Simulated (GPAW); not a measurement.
Here is a GPAW 26.7.0 calculation.

run.py

```python
from ase.dft.bandgap import bandgap
from ase.io import write
from ase.spacegroup import crystal
from ase.units import GPa
from gpaw import GPAW, PW

# Al 4a
atoms = crystal(['Al'],
                basis=[[0.0, 0.0, 0.0]],
                spacegroup=225, setting=1,  # Fm-3m
                cellpar=[4.04961, 4.04961, 4.04961, 90.0, 90.0, 90.0],
                primitive_cell=True)

calc = GPAW(mode=PW(600),
            xc='PBE',
            kpts={'size': (14, 14, 14), 'gamma': True},
            occupations={'name': 'fermi-dirac', 'width': 0.05},
            nbands=7,
            convergence={'density': 1e-05, 'energy': 1e-05},
            maxiter=60,
            txt='gpaw.txt')
atoms.calc = calc
energy = atoms.get_potential_energy()
forces = atoms.get_forces()
stress = atoms.get_stress()
calc.write('gs.gpw')
write('result.traj', atoms)
print(f'Energy: {energy:.6f} eV')
print('Forces (eV/A):')
print(forces.round(4))
print('Stress (GPa):', (stress / GPa).round(3))
print('Fermi level:', round(calc.get_fermi_level(), 4), 'eV')
print(f'Gap: {bandgap(calc)[0]:.4f} eV, direct: {bandgap(calc, direct=True)[0]:.4f} eV')
```

Potentials or basis: GPAW PAW data sets (gpaw-data 1.2.1), pw.

Command:

```console
$ OMP_NUM_THREADS=1 python run.py
```

(1) What does it give for the band gap on the k mesh?

(2) Predict the pressure.

Results:

(1) none (metal or under the smearing width).

(2) -0.6 GPa.
